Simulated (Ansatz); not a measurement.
**Axial (c/a) deformation path in BiTe**

Computed with DFT PBEsol, scalar-relativistic, plane waves, PAW in Ansatz. The runs took a 420 eV cutoff, a Γ-centred 18×18×18 mesh and Gaussian smearing (0.15 eV). Spin–orbit coupling is left out, which can shift energies with elements as heavy as these. No spin polarisation. Energies are free energies at this smearing, counted from the undisturbed cell; pressure is positive in compression.

The undisturbed cell (relaxed at this level; it needn't be the usual structure):

```
CELL_PARAMETERS angstrom
2.39925 1.38521 3.19511
-2.39925 1.38521 3.19511
0.00000 -2.77041 3.19511
ATOMIC_POSITIONS crystal
Bi 0.50000 0.50000 0.50000
Te 0.00000 0.00000 0.00000
```

At fixed volume and fractional coordinates, lengths along (0.000, 0.000, 1.000) are scaled against those across it; ρ is that ratio over its starting value. The cell is metallic on the mesh throughout.

| ρ | ΔE (meV/atom) | pressure (GPa) |
| --- | --- | --- |
| 0.850 | 43.8 | -2.2 |
| 0.920 | 11.5 | -1.1 |
| 0.960 | ? | ? |
| 1.000 | 0.0 | 0.0 |
| 1.100 | 9.5 | 1.1 |
| 1.200 | 15.3 | 1.5 |

(1) Give the withheld values.

Results:

(1) ΔE (meV/atom) at ρ = 0.960: 2.7; pressure (GPa) at ρ = 0.960: -0.5.

Cost: 6 runs of about 1.7 core-minutes in all, on Intel Xeon 6975P-C (Granite Rapids) (shared hosts).